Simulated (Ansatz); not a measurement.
Crystal: WC (Qusongite).

```
W C
1.0
     2.90650    0.00000    0.00000
    -1.45325    2.51710    0.00000
     0.00000    0.00000    2.83660
W C
1 1
Direct
  0.00000 0.00000 0.00000
  0.66667 0.33333 0.50000
```

Base run:

```yaml
Program: Ansatz 0.2.0
Functional: PBEsol
Potentials_or_basis: all-electron LAPW, scalar-relativistic
Cutoff: 335 eV (chosen from the basis error)
Basis_error_allowed: 0.001 eV/atom
k_mesh: 10 × 10 × 9
Occupations: fermi-dirac, width 0.05 eV
Spin: no spin polarisation
Hubbard_terms: W d U = 8 eV
```

Its results: band gap on the k mesh none (metal or under the smearing width); pressure -1.9 GPa.

Problem. The run is repeated on the same cell with these changes: hubbard terms from W d U = 8 eV to W d U = 4 eV. What comes out?

Solution. Band gap on the k mesh none (metal or under the smearing width); pressure -2.9 GPa.

Caveats: U is the effective U less J, on atomic orbitals that reach past the spheres; U without spin polarisation on a metal has little footing; the U is typed as a test and isn't derived for this compound.
